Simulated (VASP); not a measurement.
# Cs (I4/mmm) in VASP: a series of runs

One crystal, Cs, is run at these levels: r2SCAN; tasks: electric field gradients.

All numbers are computed with VASP 6.6.1; they aren't measurements. Logs are shortened: lines on timing, memory, paths and dates and some standing lists are left out, and cuts for length are marked.

**1. The cell of the first run**

The structure is tetragonal, space group I4/mmm (No. 139). The conventional cell has a = 6.135 Å, b = 6.135 Å, c = 6.507 Å, α = 90.00°, β = 90.00°, γ = 90.00°.

**2. Electric field gradients, r2SCAN (z stretched by +4 % at fixed volume, crystal datasets)**

Contents of POSCAR:

```
Cs
1.0
   -3.0677123838      3.0677123838      3.2536036639
    3.0677123838     -3.0677123838      3.2536036639
    3.0677123838      3.0677123838     -3.2536036639
Cs
1
Direct
    0.0000000000      0.0000000000      0.0000000000
```

Contents of INCAR.step1:

```
PREC = Accurate
ENCUT = 520
ISMEAR = -1
SIGMA = 0.03
LREAL = F
LASPH = T
NELM = 100
NBANDS = 10
GGA = PE
ALGO = Normal
EDIFF = 1E-4
LWAVE = T
LCHARG = F
```

Contents of INCAR.step2:

```
PREC = Accurate
ENCUT = 520
EDIFF = 1E-8
ISMEAR = -1
SIGMA = 0.03
LREAL = F
LASPH = T
NELM = 100
ALGO = Normal
ISIF = 2
LWAVE = F
LCHARG = F
METAGGA = R2SCAN
LMIXTAU = T
LEFG = T
NBANDS = 10
ISTART = 1
```

Contents of KPOINTS:

```
regular mesh
0
Gamma
  9 9 9
```

Potentials or basis: VASP PAW PBE potentials, release 64 (Cs_sv).

Launch:

```console
$ cat potpaw_PBE.64/Cs_sv/POTCAR > POTCAR
$ cp INCAR.step1 INCAR
$ mpirun -np 1 vasp_std > vasp.out
$ cp INCAR.step2 INCAR
$ mpirun -np 1 vasp_std > vasp.out
```

OUTCAR:

```text
PREC = Accurate
   ENCUT = 520
   EDIFF = 1E-8
   ISMEAR = -1
   LREAL = F
   LASPH = T
   NELM = 100
   ISIF = 2
   METAGGA = R2SCAN
   ISTART = 1

 ion  position               nearest neighbor table
   1  0.000  0.000  0.000-

  LATTYP: Found a body centered tetragonal cell.
 ALAT       =     6.1354247676
 C/A-ratio  =     1.0605960588

  Lattice vectors:

 A1 = (  -3.0677123838,   3.0677123838,   3.2536036639)
 A2 = (   3.0677123838,  -3.0677123838,   3.2536036639)
 A3 = (   3.0677123838,   3.0677123838,  -3.2536036639)

Analysis of symmetry for initial positions (statically):
=====================================================================
 Subroutine PRICEL returns:
 Original cell was already a primitive cell.

 Routine SETGRP: Setting up the symmetry group for a
 body centered tetragonal supercell.

 Subroutine GETGRP returns: Found 16 space group operations
 (whereof 16 operations were pure point group operations)
 out of a pool of 16 trial point group operations.

The static configuration has the point symmetry D_4h.

Analysis of symmetry for dynamics (positions and initial velocities):
=====================================================================
 Subroutine PRICEL returns:
 Original cell was already a primitive cell.

 Routine SETGRP: Setting up the symmetry group for a
 body centered tetragonal supercell.

 Subroutine GETGRP returns: Found 16 space group operations
 (whereof 16 operations were pure point group operations)
 out of a pool of 16 trial point group operations.

The dynamic configuration has the point symmetry D_4h.

 Subroutine INISYM returns: Found 16 space group operations
 (whereof 16 operations are pure point group operations),
 and found     1 'primitive' translations

----------------------------------------------------------------------------------------

                                     Primitive cell

  volume of cell :     122.4768

  direct lattice vectors                    reciprocal lattice vectors
    -3.067712384  3.067712384  3.253603664     0.000000000  0.162987900  0.153675755
     3.067712384 -3.067712384  3.253603664     0.162987900  0.000000000  0.153675755
     3.067712384  3.067712384 -3.253603664     0.162987900  0.162987900  0.000000000

  length of vectors
     5.422882568  5.422882568  5.422882568     0.224011815  0.224011815  0.230499699

  position of ions in fractional coordinates (direct lattice)
     0.000000000  0.000000000  0.000000000

  ion indices of the primitive-cell ions
   primitive index   ion index
                 1           1

----------------------------------------------------------------------------------------

 KPOINTS: regular mesh

Automatic generation of k-mesh.
 Grid dimensions read from file:
 generate k-points for:    9    9    9

 Generating k-lattice:

  Cartesian coordinates                     Fractional coordinates (reciprocal lattice)
     0.000000000  0.018109767  0.017075084     0.111111111  0.000000000 -0.000000000
     0.018109767  0.000000000  0.017075084     0.000000000  0.111111111 -0.000000000
     0.018109767  0.018109767  0.000000000     0.000000000  0.000000000  0.111111111

  Length of vectors
     0.024890202  0.024890202  0.025611078

  Shift w.r.t. Gamma in fractional coordinates (k-lattice)
     0.000000000  0.000000000  0.000000000

 Subroutine IBZKPT returns following result:
 ===========================================

 Found     75 irreducible k-points:

 Following reciprocal coordinates:
            Coordinates               Weight
  0.000000  0.000000  0.000000      1.000000
  0.111111 -0.000000  0.000000      8.000000
  0.222222  0.000000 -0.000000      8.000000
  0.333333 -0.000000  0.000000      8.000000
  0.444444  0.000000 -0.000000      8.000000
  0.111111  0.111111 -0.000000      8.000000
[... 16 lines left out ...]
 -0.333333  0.333333  0.000000      4.000000
  0.444444  0.444444 -0.000000      8.000000
 [... further k-points ...]
   k-points           NKPTS =     75   k-points in BZ     NKDIM =     75   number of bands    NBANDS=     10
   number of dos      NEDOS =    301   number of ions     NIONS =      1
   total plane-waves  NPLWV =  64000
   dimension x,y,z NGX =    40 NGY =   40 NGZ =   40
   dimension x,y,z NGXF=    80 NGYF=   80 NGZF=   80
   ions per type =               1
   NGX,Y,Z   is equivalent  to a cutoff of  12.26, 12.26, 12.26 a.u.
   NGXF,Y,Z  is equivalent  to a cutoff of  24.53, 24.53, 24.53 a.u.
 SYSTEM =  unknown system
   PREC   = accura    normal or accurate (medium, high low for compatibility)
   ISTART =      1    job   : 0-new  1-cont  2-samecut
   ICHARG =      0    charge: 1-file 2-atom 10-const
   ISPIN  =      1    spin polarized calculation?
   LNONCOLLINEAR =      F non collinear calculations
   LSORBIT =      F    spin-orbit coupling
   LASPH  =      T    aspherical Exc in radial PAW
   ENCUT  =  520.0 eV  38.22 Ry    6.18 a.u.  10.08 10.08 10.08*2*pi/ulx,y,z
   NELM   =    100;   NELMIN=  2; NELMDL=  0     # of ELM steps
   EDIFF  = 0.1E-07   stopping-criterion for ELM
   LREAL  =      F    real-space projection
   EDIFFG = 0.1E-06   stopping-criterion for IOM
   NSW    =      0    number of steps for IOM
   IBRION =     -1    ionic relax: 0-MD 1-quasi-New 2-CG
   NFREE  =      0    steps in history (QN), initial steepest desc. (CG)
   ISIF   =      2    stress and relaxation
   ISYM   =      2    0-nonsym 1-usesym 2-fastsym
   POTIM  = 0.5000    time-step for ionic-motion
   TEBEG  =    0.0;   TEEND  =   0.0 temperature during run
   PSTRESS=    0.0 pullay stress
   NELECT =       9.0000    total number of electrons
   NUPDOWN=      -1.0000    fix difference up-down
   EMIN   =  10.00;   EMAX   =-10.00  energy-range for DOS
   EFERMI =   0.00;   METHOD = LEGACY
   ISMEAR =    -1;   SIGMA  =   0.03  broadening in eV -4-tet -1-fermi 0-gaus
   EFERMI_NEDOS =   21; number of points for ismear=-14 and -15
   IALGO  =     38    algorithm
   IMIX   =      4    mixing-type and parameters
     AMIX     =   0.40;   BMIX     =  1.00
     AMIX_MAG =   1.60;   BMIX_MAG =  1.00
  volume/ion in A,a.u.               =     122.48       826.51
  Fermi-wavevector in a.u.,A,eV,Ry     =   0.685706  1.295796  6.397353  0.470192
  Thomas-Fermi vector in A             =   1.765724
   LORBIT       =      0    0 simple, 1 ext, 2 COOP (PROOUT), +10 PAW based schemes
   METAGGA = R2SCAN    functional components
   LHFCALC =     F    Hartree Fock is set to
   AEXX    =    0.0000 exact exchange contribution
   IVDW    =     0    specifies the selected vdW correction
   LEPSILON=     F    determine dielectric tensor
   LRPA    =     F    only Hartree local field effects (RPA)
 non-spin polarized calculation
  energy-cutoff  :      520.00
  volume of cell :      122.48
 maximum number of plane-waves:      3332
   NGX = 21   NGY = 21   NGZ = 21

 number of electron       8.9999999 magnetization

 Free energy of the ion-electron system (eV)
  ---------------------------------------------------
  ext. energy  EPLUGINS =         0.00000000
  ---------------------------------------------------
  free energy    TOTEN  =       -25.02247954 eV

  energy without entropy =      -25.01928358  energy(sigma->0) =      -25.02088156

 E-fermi :   0.4042     XC(G=0):  -5.4731

 val. band max:        0.3975469568   @ k =  -0.2222   0.4444   0.1111
 cond. band min:       0.4111632824   @ k =  -0.4444   0.4444   0.0000
 fundamental gap:      0.0136163257
 Fermi energy:         0.4041603263

 k-point     1 :       0.0000    0.0000    0.0000
  band No.  band energies     occupation
      1     -24.4425      2.00000
      2     -10.8174      2.00000
      3     -10.8171      2.00000
      4     -10.8171      2.00000
      5      -1.3288      2.00000
      6       3.0914      0.00000
      7       3.0914      0.00000
      8       3.3325      0.00000
      9       3.8210      0.00000
     10       4.1627      0.00000

 k-point     2 :       0.1111   -0.0000    0.0000
  band No.  band energies     occupation
      1     -24.4419      2.00000
      2     -10.8309      2.00000
      3     -10.8211      2.00000
      4     -10.8172      2.00000
      5      -1.1961      2.00000
      6       2.9277      0.00000
      7       3.0301      0.00000
      8       3.3738      0.00000
      9       3.6765      0.00000
     10       4.0688      0.00000
[... 274 lines left out ...]
 k-point    24 :       0.4444    0.4444   -0.0000
  band No.  band energies     occupation
      1     -24.4368      2.00000
      2     -10.9243      2.00000
      3     -10.8607      2.00000
      4     -10.8260      2.00000
      5       0.6540      0.00048
      6       1.2219      0.00000
      7       2.0141      0.00000
      8       3.8302      0.00000
      9       4.5703      0.00000
     10       4.9840      0.00000

 [... further k-points ...]

------------------------ aborting loop because EDIFF is reached ----------------------------------------

  FORCE on cell =-STRESS in cart. coord.  units (eV):
  Direction    XX          YY          ZZ          XY          YZ          ZX
  --------------------------------------------------------------------------------------
  -------------------------------------------------------------------------------------
  Total        0.0111058      0.0111058     -0.0088724      0.0000000      0.0000000      0.0000000
  in kB        0.1452805      0.1452805     -0.1160639      0.0000000      0.0000000      0.0000000
  external PRESSURE =       0.0581657 kB  Pullay stress =       0.0000000 kB

 VOLUME and BASIS-vectors are now :
 -----------------------------------------------------------------------------
  energy-cutoff  :      520.00
  volume of cell :      122.48
      direct lattice vectors                 reciprocal lattice vectors
    -3.067712384  3.067712384  3.253603664     0.000000000  0.162987900  0.153675755
     3.067712384 -3.067712384  3.253603664     0.162987900  0.000000000  0.153675755
     3.067712384  3.067712384 -3.253603664     0.162987900  0.162987900  0.000000000

 POSITION                                       TOTAL-FORCE (eV/Angst)
 -----------------------------------------------------------------------------------
      0.00000      0.00000      0.00000        -0.000000      0.000000     -0.000000
 -----------------------------------------------------------------------------------
    total drift:                               -0.000000     -0.000000     -0.000000

  FREE ENERGIE OF THE ION-ELECTRON SYSTEM (eV)
  ---------------------------------------------------
  free  energy   TOTEN  =       -25.0224795372 eV

  energy  without entropy=      -25.0192835775  energy(sigma->0) =      -25.02088156

 Electric field gradients (V/A^2)
---------------------------------------------------------------------
 ion       V_xx      V_yy      V_zz      V_xy      V_xz      V_yz
---------------------------------------------------------------------
   1      -0.241    -0.241     0.481     0.000     0.000     0.000
---------------------------------------------------------------------

 Electric field gradients after diagonalization (V/A^2)
 (convention: |V_zz| > |V_xx| > |V_yy|)
----------------------------------------------------------------------
 ion       V_xx      V_yy      V_zz     asymmetry (V_yy - V_xx)/ V_zz
----------------------------------------------------------------------
   1      -0.241    -0.240     0.481       0.002
----------------------------------------------------------------------

           NMR quadrupolar parameters

 Cq : quadrupolar parameter    Cq=e*Q*V_zz/h
 eta: asymmetry parameters     (V_yy - V_xx)/ V_zz
 Q  : nuclear electric quadrupole moment in mb (millibarn)
----------------------------------------------------------------------
 ion       Cq(MHz)       eta       Q (mb)
----------------------------------------------------------------------
   1       0.001       0.002       1.000
----------------------------------------------------------------------
```

Run time: 4.8 min. Hardware: 1 thread of AMD EPYC 9R45 (Zen 5), shared host; peak memory 0.27 GiB.

What came out:

- Free energy: -25.0225 eV
- Pressure: 0.0 GPa
- Band gap on the k mesh: none (metal or under the smearing width)

Levels at points of the mesh, in eV from the Fermi level:
| k point | band 2 | band 3 | band 4 | band 5 | band 6 | band 7 | band 8 | band 9 |
| --- | --- | --- | --- | --- | --- | --- | --- | --- |
| (0.00, 0.00, 0.00) | -11.22 | -11.22 | -11.22 | -1.73 | 2.69 | 2.69 | 2.93 | 3.42 |

Electric field gradients, principal values (V/Å²):
```tsv
atom	Vxx	Vyy	Vzz
1 Cs	-0.240	-0.241	0.481
```

Caveat: the PAW data sets were made with another functional, which shifts forces and pressure a little.

**3. Electric field gradients, r2SCAN (equal xy, yz and zx shear strains of -3 %, crystal datasets)**

Contents of POSCAR:

```
Cs
1.0
   -3.2223190132      3.1284650614      3.1284650614
    3.1284650614     -3.2223190132      3.1284650614
    3.1284650614      3.1284650614     -3.2223190132
Cs
1
Direct
    0.0000000000      0.0000000000      0.0000000000
```

Contents of INCAR.step1:

```
SYSTEM = Cs
PREC     = Accurate       ! precision mode
ENCUT    = 520            ! plane-wave cutoff, eV
ISMEAR   = -1             ! smearing method
SIGMA    = 0.03           ! smearing width, eV
LREAL    = .False.        ! projectors in reciprocal space
LASPH    = .True.         ! aspherical terms in the spheres
NELM     = 100            ! most SCF steps
NBANDS   = 10             ! bands
GGA      = PE             ! functional
ALGO     = Normal         ! electronic algorithm
EDIFF    = 1E-4           ! SCF threshold, eV
LWAVE    = .True.         ! write WAVECAR
LCHARG   = .False.        ! write CHGCAR
```

Contents of INCAR.step2:

```
SYSTEM = Cs
PREC     = Accurate       ! precision mode
ENCUT    = 520            ! plane-wave cutoff, eV
EDIFF    = 1E-8           ! SCF threshold, eV
ISMEAR   = -1             ! smearing method
SIGMA    = 0.03           ! smearing width, eV
LREAL    = .False.        ! projectors in reciprocal space
LASPH    = .True.         ! aspherical terms in the spheres
NELM     = 100            ! most SCF steps
ALGO     = Normal         ! electronic algorithm
ISIF     = 2              ! what is computed and relaxed
LWAVE    = .False.        ! write WAVECAR
LCHARG   = .False.        ! write CHGCAR
METAGGA  = R2SCAN         ! meta-GGA
LMIXTAU  = .True.       
LEFG     = .True.       
NBANDS   = 10             ! bands
ISTART   = 1
```

Contents of KPOINTS:

```
regular mesh
0
Gamma
  9 9 9
  0 0 0
```

Potentials or basis: VASP PAW PBE potentials, release 64 (Cs_sv).

Launch:

```console
$ cat potpaw_PBE.64/Cs_sv/POTCAR > POTCAR
$ cp INCAR.step1 INCAR
$ mpirun -np 1 vasp_std > vasp.out
$ cp INCAR.step2 INCAR
$ mpirun -np 1 vasp_std > vasp.out
```

OUTCAR:

```text
SYSTEM = Cs
   PREC = Accurate
   ENCUT = 520
   EDIFF = 1E-8
   ISMEAR = -1
   LREAL = .False.
   LASPH = .True.
   NELM = 100
   ISIF = 2
   METAGGA = R2SCAN
   ISTART = 1

 ion  position               nearest neighbor table
   1  0.000  0.000  0.000-

  LATTYP: Found a trigonal (rhomboedric) cell.
 ALAT       =     5.4733835151
 COS(alpha) =    -0.3463033748

  Lattice vectors:

 A1 = (  -3.2223190132,   3.1284650614,   3.1284650614)
 A2 = (   3.1284650614,  -3.2223190132,   3.1284650614)
 A3 = (   3.1284650614,   3.1284650614,  -3.2223190132)

Analysis of symmetry for initial positions (statically):
=====================================================================
 Subroutine PRICEL returns:
 Original cell was already a primitive cell.

[... 496 lines left out ...]
  in kB        0.0853907      0.0853907      0.0853907      0.4533299      0.4533299      0.4533299
  external PRESSURE =       0.0853907 kB  Pullay stress =       0.0000000 kB

 VOLUME and BASIS-vectors are now :
 -----------------------------------------------------------------------------
  energy-cutoff  :      520.00
  volume of cell :      122.39
      direct lattice vectors                 reciprocal lattice vectors
    -3.222319013  3.128465061  3.128465061     0.004869924  0.162330796  0.162330796
     3.128465061 -3.222319013  3.128465061     0.162330796  0.004869924  0.162330796
     3.128465061  3.128465061 -3.222319013     0.162330796  0.162330796  0.004869924

 POSITION                                       TOTAL-FORCE (eV/Angst)
 -----------------------------------------------------------------------------------
      0.00000      0.00000      0.00000        -0.000000      0.000000     -0.000000
 -----------------------------------------------------------------------------------
    total drift:                                0.000000      0.000000      0.000000

  FREE ENERGIE OF THE ION-ELECTRON SYSTEM (eV)
  ---------------------------------------------------
  free  energy   TOTEN  =       -25.0212626262 eV

  energy  without entropy=      -25.0181015868  energy(sigma->0) =      -25.01968211

 Electric field gradients (V/A^2)
---------------------------------------------------------------------
 ion       V_xx      V_yy      V_zz      V_xy      V_xz      V_yz
---------------------------------------------------------------------
   1       0.000    -0.000    -0.000     2.455     2.455     2.455
---------------------------------------------------------------------

 Electric field gradients after diagonalization (V/A^2)
 (convention: |V_zz| > |V_xx| > |V_yy|)
----------------------------------------------------------------------
 ion       V_xx      V_yy      V_zz     asymmetry (V_yy - V_xx)/ V_zz
----------------------------------------------------------------------
   1      -2.455    -2.455     4.910       0.000
----------------------------------------------------------------------

           NMR quadrupolar parameters

 Cq : quadrupolar parameter    Cq=e*Q*V_zz/h
 eta: asymmetry parameters     (V_yy - V_xx)/ V_zz
 Q  : nuclear electric quadrupole moment in mb (millibarn)
----------------------------------------------------------------------
 ion       Cq(MHz)       eta       Q (mb)
----------------------------------------------------------------------
   1       0.012       0.000       1.000
----------------------------------------------------------------------
```

OUTCAR.step1:

```text
SYSTEM = Cs
   PREC = Accurate
   ENCUT = 520
   ISMEAR = -1
   LREAL = .False.
   LASPH = .True.
[... 531 lines left out ...]
 -----------------------------------------------------------------------------------
      0.00000      0.00000      0.00000         0.000000      0.000000      0.000000
 -----------------------------------------------------------------------------------
    total drift:                                0.000000      0.000000      0.000000

  FREE ENERGIE OF THE ION-ELECTRON SYSTEM (eV)
  ---------------------------------------------------
  free  energy   TOTEN  =        -0.8510726749 eV

  energy  without entropy=       -0.8474117764  energy(sigma->0) =       -0.84924223
```

OSZICAR.step1:

```text
N       E                     dE             d eps       ncg     rms          rms(c)
DAV:   1     0.541239933618E+02    0.54124E+02   -0.28652E+03  1700   0.620E+02
DAV:   2     0.475653954787E+01   -0.49367E+02   -0.47926E+02  2244   0.105E+02
DAV:   3    -0.763155637010E+00   -0.55197E+01   -0.55141E+01  1966   0.417E+01
DAV:   4    -0.848522622809E+00   -0.85367E-01   -0.85349E-01  2192   0.612E+00
DAV:   5    -0.848976588826E+00   -0.45397E-03   -0.45396E-03  2386   0.412E-01    0.131E-01
DAV:   6    -0.849789722255E+00   -0.81313E-03   -0.13282E-03  2156   0.176E-01    0.921E-02
DAV:   7    -0.850986534378E+00   -0.11968E-02   -0.36770E-03  1858   0.302E-01    0.351E-02
DAV:   8    -0.851072674888E+00   -0.86141E-04   -0.12341E-04  1948   0.681E-02
   1 F= -.85107267E+00 E0= -.84924223E+00  d E =-.366090E-02
```

It took 6.5 min on 1 thread of AMD EPYC 9R45 (Zen 5), shared host; peak memory 0.31 GiB.

Results:

```
Free energy            : -25.0213 eV
Pressure               : 0.0 GPa
Band gap on the k mesh : none (metal or under the smearing width)
```

Electric field gradients, principal values (V/Å²):
| atom | Vxx | Vyy | Vzz |
| --- | --- | --- | --- |
| 1 Cs | -2.455 | -2.455 | 4.910 |

Caveat: the PAW data sets were made with another functional, which shifts forces and pressure a little. The run has no spin-orbit coupling, so splittings on Cs are missing.
